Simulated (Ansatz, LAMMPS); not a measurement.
# Relaxing amorphous SiO2 (96 atoms), part 2 of 4

Wanted: the relaxed structure of amorphous SiO2 (96 atoms) and its electronic structure.

Ansatz 0.2.0; Kohn-Sham DFT, PBE, PAW (set soft_2), plane waves.

The cell: 32 Si and 64 O. The quench rate of 50 K/ps is many orders above laboratory rates. The starting topology of bonds comes from the classical model. Only the Γ point is sampled in the main run, in a cell whose shortest periodic width is 11 Å.

So far. Step 3 (Single point at the start): Neighbours are counted within 2.02 Å (O-Si).

### Step 4. Relaxation

With the cell held, the atoms are moved downhill towards a nearby minimum.

The input, input.yaml:

```yaml
crystal:
  lattice:
    - [11.1551, 0.0, 0.0]
    - [0.0, 11.1551, 0.0]
    - [0.0, 0.0, 11.1551]
  atoms:
    [... the 96 atom lines of step 3 ...]
kpoints:
  mp_grid: { grid: [1, 1, 1] }
hamiltonian:
  xc: pbe
scf:
  occupations: { method: fermi_dirac, width: 0.025 }
output:
  forces: true
relax:
  f_tol: 0.04
  max_steps: 250
```

Started as:

```
$ ansatz run input.yaml --threads 4 --pin off --max-ram 8192MiB --backend cpu --events-out ev --progress --plain --runs-dir out
```

Numbers of over 12 decimals in the logs are rounded to 6 here.

Log:

```text
[...]
Crystal: 96 atoms, lattice volume = 1388.099 Å³
Basis set: ecut = 420 eV, 27201 PW (Γ), exchange–correlation on 150×150×150 points (8 copies of the dense FFT grid, shifted against one another)
Bands: 352, of which v1, the nominal top of the filled ones, is band 256 counted from 1 (255 counted from 0)
Symmetry: 1 space group operations
[...]
k-points: 1
[...]
SCF iter   1: F=—  HF=-56754.433944 eV  |F-HF|=—  |Δ(HF+E_count)|=         —  Δρ=3.66e-3  dr2=3.98e-1  ethr=1.77e-3  ⟨swp⟩=7.0  Hψ=1757  notcnv=0  defer=59
[...]
SCF iter   7: F=-56754.338586 eV  HF=-56754.338587 eV  |F-HF|=1.33e-6  |Δ(HF+E_count)|=   5.07e-5  Δρ=5.22e-5  dr2=3.51e-5  ethr=7.81e-9  ⟨swp⟩=3.0  Hψ=1076  notcnv=0
SCF 1 converged in 7 iterations: F = -56754.338586 eV  dr2 = 3.51e-5
[...]
relax step   1: F+E_penalty+E_count = -56754.33858591 eV  Δ(F+E_penalty+E_count) = +0.000e0 eV  max|allowed force component| = 3.364e0 eV/Å  Δτ_max = 0.0000 Å  (7 SCF iters, dr2 threshold 4.00e-5 eV, accepted)
[...]
relax step   2: F+E_penalty+E_count = -56755.66259655 eV  Δ(F+E_penalty+E_count) = -1.324e0 eV  max|allowed force component| = 2.498e0 eV/Å  Δτ_max = 0.1603 Å  (6 SCF iters, dr2 threshold 1.00e-4 eV, accepted)
[...]
relax step   3: F+E_penalty+E_count = -56757.07393839 eV  Δ(F+E_penalty+E_count) = -1.411e0 eV  max|allowed force component| = 7.657e-1 eV/Å  Δτ_max = 0.1965 Å  (7 SCF iters, dr2 threshold 1.00e-4 eV, accepted)
relax step   4: F+E_penalty+E_count = -56757.51473596 eV  Δ(F+E_penalty+E_count) = -4.408e-1 eV  max|allowed force component| = 1.021e0 eV/Å  Δτ_max = 0.1977 Å  (6 SCF iters, dr2 threshold 5.51e-5 eV, accepted)
relax step   5: F+E_penalty+E_count = -56758.09517001 eV  Δ(F+E_penalty+E_count) = -5.804e-1 eV  max|allowed force component| = 1.125e0 eV/Å  Δτ_max = 0.2000 Å  (6 SCF iters, dr2 threshold 9.80e-5 eV, accepted)
relax step   6: F+E_penalty+E_count = -56758.72983001 eV  Δ(F+E_penalty+E_count) = -6.347e-1 eV  max|allowed force component| = 8.313e-1 eV/Å  Δτ_max = 0.1958 Å  (6 SCF iters, dr2 threshold 1.00e-4 eV, accepted)
relax step   7: F+E_penalty+E_count = -56759.24246989 eV  Δ(F+E_penalty+E_count) = -5.126e-1 eV  max|allowed force component| = 2.689e-1 eV/Å  Δτ_max = 0.2000 Å  (7 SCF iters, dr2 threshold 1.00e-4 eV, accepted)
relax step   8: F+E_penalty+E_count = -56759.37769485 eV  Δ(F+E_penalty+E_count) = -1.352e-1 eV  max|allowed force component| = 1.496e-1 eV/Å  Δτ_max = 0.2000 Å  (7 SCF iters, dr2 threshold 7.57e-6 eV, accepted)
relax step   9: F+E_penalty+E_count = -56759.27556518 eV  Δ(F+E_penalty+E_count) = +1.021e-1 eV  max|allowed force component| = 9.712e-1 eV/Å  Δτ_max = 0.2000 Å  (9 SCF iters, dr2 threshold 2.34e-6 eV, rejected (line search))
relax step  10: F+E_penalty+E_count = -56759.42471742 eV  Δ(F+E_penalty+E_count) = -4.702e-2 eV  max|allowed force component| = 4.691e-2 eV/Å  Δτ_max = 0.1000 Å  (9 SCF iters, accepted)
relax step  11: F+E_penalty+E_count = -56759.43342401 eV  Δ(F+E_penalty+E_count) = -8.707e-3 eV  max|allowed force component| = 2.117e-1 eV/Å  Δτ_max = 0.0975 Å  (9 SCF iters, accepted)
relax step  12: F+E_penalty+E_count = -56759.44426274 eV  Δ(F+E_penalty+E_count) = -1.084e-2 eV  max|allowed force component| = 1.548e-1 eV/Å  Δτ_max = 0.0521 Å  (6 SCF iters, dr2 threshold 4.41e-6 eV, accepted)
relax step  13: F+E_penalty+E_count = -56759.52716502 eV  Δ(F+E_penalty+E_count) = -8.290e-2 eV  max|allowed force component| = 1.290e-1 eV/Å  Δτ_max = 0.2000 Å  (7 SCF iters, dr2 threshold 1.28e-5 eV, accepted)
relax step  14: F+E_penalty+E_count = -56759.48699397 eV  Δ(F+E_penalty+E_count) = +4.017e-2 eV  max|allowed force component| = 5.408e-1 eV/Å  Δτ_max = 0.1951 Å  (7 SCF iters, dr2 threshold 8.90e-6 eV, rejected (line search))
relax step  15: F+E_penalty+E_count = -56759.56379266 eV  Δ(F+E_penalty+E_count) = -3.663e-2 eV  max|allowed force component| = 9.500e-2 eV/Å  Δτ_max = 0.0975 Å  (9 SCF iters, accepted)
relax step  16: F+E_penalty+E_count = -56759.57406090 eV  Δ(F+E_penalty+E_count) = -1.027e-2 eV  max|allowed force component| = 1.063e-1 eV/Å  Δτ_max = 0.0971 Å  (7 SCF iters, dr2 threshold 4.89e-6 eV, accepted)
relax step  17: F+E_penalty+E_count = -56759.58714934 eV  Δ(F+E_penalty+E_count) = -1.309e-2 eV  max|allowed force component| = 1.313e-1 eV/Å  Δτ_max = 0.1283 Å  (7 SCF iters, dr2 threshold 6.13e-6 eV, accepted)
relax step  18: F+E_penalty+E_count = -56759.58980645 eV  Δ(F+E_penalty+E_count) = -2.657e-3 eV  max|allowed force component| = 3.023e-2 eV/Å  Δτ_max = 0.0233 Å  (5 SCF iters, dr2 threshold 1.73e-5 eV, accepted)
[...]
relax step  19: F+E_penalty+E_count = -56759.58980917 eV  Δ(F+E_penalty+E_count) = -2.724e-6 eV  max|allowed force component| = 3.029e-2 eV/Å  Δτ_max = 0.0000 Å  (4 SCF iters, accepted)
SCF converged after 4 iterations
Free energy (F): -56759.589809 eV
[...]
Internal energy: -56759.589809 eV  (E = F + TS)
E sigma→0 (E₀):  -56759.589809 eV
Fermi energy:    3.904471 eV
[...]
--- Forces (eV/Å), atoms counted from 1 ---
  atom   1  Si    -0.01590471     0.02368939     0.01607700
  atom   2  Si    -0.00743681    -0.00728760     0.00995040
  atom   3  Si    -0.01745874     0.01653254     0.01088897
  atom   4  Si    -0.03029174    -0.01336977    -0.01130422
  atom   5  Si    -0.01743277     0.00877342    -0.01720800
  atom   6  Si     0.01045939    -0.01036077    -0.00220182
  atom   7  Si    -0.00011208    -0.01051955     0.00389531
  atom   8  Si    -0.00067876     0.00050970     0.00077915
  atom   9  Si    -0.00052786     0.00925852     0.00284860
  atom  10  Si     0.01091836    -0.00048536    -0.00923760
  atom  11  Si     0.00569139    -0.00459824    -0.00499161
  atom  12  Si    -0.00451056    -0.00922789     0.01138037
  atom  13  Si    -0.01102919    -0.00390926     0.02179471
  atom  14  Si    -0.00295591    -0.01404539    -0.01656703
[...]
atom  95  O      0.01065206    -0.00195496    -0.00859393
  atom  96  O     -0.00193708     0.00367314    -0.00593239
  max |Σ_I F_I| component: 4.01e-5 eV/Å
--- Relaxed structure (19 steps of the walk, 17 accepted, 0 SCFs on fresh bases) ---
  F+E_penalty+E_count = -56759.58980917 eV   max|allowed force component| = 3.029e-2 eV/Å
  atoms:
    - { symbol: Si, position: [0.281286, 0.236378, 0.666220] }
    - { symbol: Si, position: [0.515298, 0.603053, 0.895698] }
    - { symbol: Si, position: [0.665847, 0.023363, 0.980972] }
    - { symbol: Si, position: [0.725591, 0.442046, 0.058473] }
[...]
- { symbol: O, position: [0.743090, 0.309794, 0.818733] }
```

Run time: 2.8 min. Hardware: 4 threads of Arm Neoverse V2, shared host; peak memory 1.6 GiB; 11 min of CPU time.

Relaxation path:

```
step  energy less that of the first step (eV)  largest force component (eV/Å)
   1                                   0.0000                          3.3641
   2                                  -1.3240                          2.4982
   3                                  -2.7354                          0.7657
   4                                  -3.1761                          1.0213
   5                                  -3.7566                          1.1254
   6                                  -4.3912                          0.8313
   7                                  -4.9039                          0.2689
   8                                  -5.0391                          0.1496
   9                                  -4.9370                          0.9712
  10                                  -5.0861                          0.0469
  11                                  -5.0948                          0.2117
  12                                  -5.1057                          0.1548
  13                                  -5.1886                          0.1290
  14                                  -5.1484                          0.5408
  15                                  -5.2252                          0.0950
  16                                  -5.2355                          0.1063
  17                                  -5.2486                          0.1313
  18                                  -5.2512                          0.0302
  19                                  -5.2512                          0.0303
```

Relaxation steps 9, 14 were tried and not accepted.

The atoms that moved most (Å):

```
atom      dx      dy      dz  length
 O40  -1.079  -0.362   0.623   1.297
 O62  -0.215  -0.976   0.316   1.048
 O80   0.341   0.036   0.646   0.731
 Si7  -0.346  -0.456   0.432   0.717
 O91   0.320   0.422   0.397   0.662
 O47   0.288  -0.579   0.112   0.656
 O74  -0.514  -0.089   0.305   0.604
 O38  -0.552   0.184  -0.126   0.596
```

The relaxation changed the energy by -54.7 meV/atom, and atoms moved by 0.40 Å r.m.s., 1.3 Å at most.

### Step 5. Local order after relaxation

Bonds before and after, by the cutoffs listed below:

```
pair  bonds before  bonds after  mean before (Å)  mean after (Å)  spread before (Å)  spread after (Å)
O-Si           126          128            1.616           1.638              0.019             0.032
```

Density 2.3 g/cm³, 14.46 Å³ an atom.

g(r), total and by pair (bins of 0.1 Å):

```
r (Å)  total   O-O   O-Si  Si-Si
 1.45   0.00  0.00   0.00   0.00
 1.55   0.48  0.00   1.09   0.00
 1.65  10.60  0.00  23.80   0.00
 1.75   0.32  0.00   0.72   0.00
 1.85   0.07  0.00   0.15   0.00
 1.95   0.00  0.00   0.00   0.00
 2.05   0.00  0.00   0.00   0.00
 2.15   0.00  0.00   0.00   0.00
 2.25   0.00  0.00   0.00   0.00
 2.35   0.04  0.10   0.00   0.00
 2.45   0.16  0.36   0.00   0.00
 2.55   1.21  2.72   0.00   0.00
 2.65   3.24  7.30   0.00   0.00
 2.75   1.66  3.73   0.00   0.00
 2.85   0.56  0.80   0.07   1.59
 2.95   0.63  0.50   0.12   3.19
 3.05   0.79  0.40   0.34   4.15
 3.15   0.73  0.49   0.22   3.69
 3.25   0.84  0.56   0.86   1.85
 3.35   0.81  0.63   1.15   0.20
 3.45   0.78  0.45   1.17   0.54
 3.55   0.87  0.51   1.41   0.17
 3.65   0.61  0.32   1.01   0.16
 3.75   0.83  0.61   1.19   0.31
 3.85   1.02  0.73   1.56   0.00
 3.95   1.28  0.83   1.90   0.55
 4.05   1.17  0.66   1.81   0.66
 4.15   1.27  0.97   1.66   0.88
 4.25   1.45  0.87   2.00   1.55
 4.35   0.80  0.68   0.97   0.57
 4.45   0.82  0.92   0.79   0.55
 4.55   0.64  0.91   0.42   0.42
 4.65   0.89  1.22   0.53   1.00
 4.75   0.99  1.05   0.67   2.01
 4.85   1.03  1.40   0.62   1.20
 4.95   1.08  1.46   0.70   1.05
 5.05   1.20  1.67   0.80   0.93
 5.15   1.27  1.83   0.77   1.06
 5.25   1.15  1.33   0.72   2.11
 5.35   1.08  1.07   1.00   1.43
 5.45   0.87  0.91   0.91   0.58
 5.55   0.93  0.67   1.12   1.19
```

Bonds by pair of elements; cutoffs follow the first minimum of g(r), held within bounds set by covalent radii, and pairs that aren't listed don't count as bonded:

```
pair A-B  cutoff (Å)  bonds  mean length (Å)  spread (Å)  shortest (Å)  B about A  A about B
    O-Si        2.16    128             1.64       0.032          1.55          2          4
```

How many atoms have how many bonded neighbours:

```
element  mean   2  3   4  5
      O     2  64  0   0  0
     Si     4   0  1  30  1
```

Bond angles (no mean is given where the spread exceeds 20°):

```
  angle  count  mean (°)  spread (°)
 O-Si-O    193       110         7.8
Si-O-Si     64       142        13.3
```

Oxygen atoms by the number of network formers (Si, P, Ge, B, Al, As, Ga) bound to them:

```
network formers bound to O  O atoms  per cent
                         0        0         0
                         1        0         0
                         2       64       100
```

Network units: each former by its oxygen neighbours and how many of them bridge to another former:

```
former  O neighbours  bridging O  atoms
    Si             3           3      1
    Si             4           4     30
    Si             5           5      1
```

Bond length by coordination (bonds to H left out):

```
element  coordination  atoms  mean bond length (Å)
     Si             3      1                  1.57
     Si             4     30                  1.64
     Si             5      1                  1.74
```

Rings of the network by King's shortest-path rule, up to 12 atoms, one path for each pair of neighbours; H, halogens, alkali and alkaline-earth atoms are left out, and the last column divides by all other atoms, bonded or not:

```
ring size (atoms)  rings  per network atom
                6      1              0.01
                8     11             0.115
               10      8             0.083
               12     13             0.135
```

First main peaks of g(r), for some of the pairs, lie near 2.7 Å (O-O), 1.6 Å (O-Si) and 3.1 Å (Si-Si). Counting bonds as in the table, all O atoms have 2 and 94 % of Si atoms have 4 bonded neighbours. The O-Si-O angle averages 110° with a spread of 8°. 100 % of the oxygens bridge two formers (Si) and 0 % are non-bridging. The commonest Si unit has 4 oxygens, 4 of them shared with other formers (30 of 32 atoms). Rings of 12 atoms are the most common (39 % of those counted); sizes run from 6 to 12, where the search stops.

(Part 2 of 4 ends here.)

[Logs are printed without paths, hosts, clocks, repeated set-up lines and the standing remarks that a program may print on its own settings, such as how far it seeks lower states.]

[Hosts, paths, dates, database ids (printed as entryN), source tags and the programs' standing remarks are cut or masked in the printed files.]
